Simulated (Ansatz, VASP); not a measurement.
Two plane-wave programs on CaO

```
Ca O
1.0
     0.00000    2.48574    2.48574
     2.48574    0.00000    2.48574
     2.48574    2.48574    0.00000
Ca O
1 1
Direct
  0.00000 0.00000 0.00000
  0.50000 0.50000 0.50000
```

Change from the starting cell: strain +0.015 along x and y, +0.015 along z, atoms carried along.

Alike in both runs: task single point; functional LDA; k mesh 8 × 8 × 8; occupations gaussian, width 0.05 eV; no spin polarisation.

|  | VASP | Ansatz |
| --- | --- | --- |
| version | VASP 6.6.1 | Ansatz 0.2.0 |
| potentials or method | VASP PAW LDA potentials, release 64 (Ca_sv, O) | scalar-relativistic, plane waves, PAW |
| plane-wave cutoff (eV) | 520 | 420 |
| valence electrons in the cell | 16 | 16 |

|  | VASP | Ansatz | Ansatz less VASP |
| --- | --- | --- | --- |
| gap on the k mesh at the Fermi level (eV) | 3.48 | 3.51 | +0.023 |
| least direct gap on the mesh (eV) | 3.80 | 3.80 | -0.001 |
| pressure (GPa) | -14.2 | -14.7 | -0.49 |

A k mesh can miss the band edges.
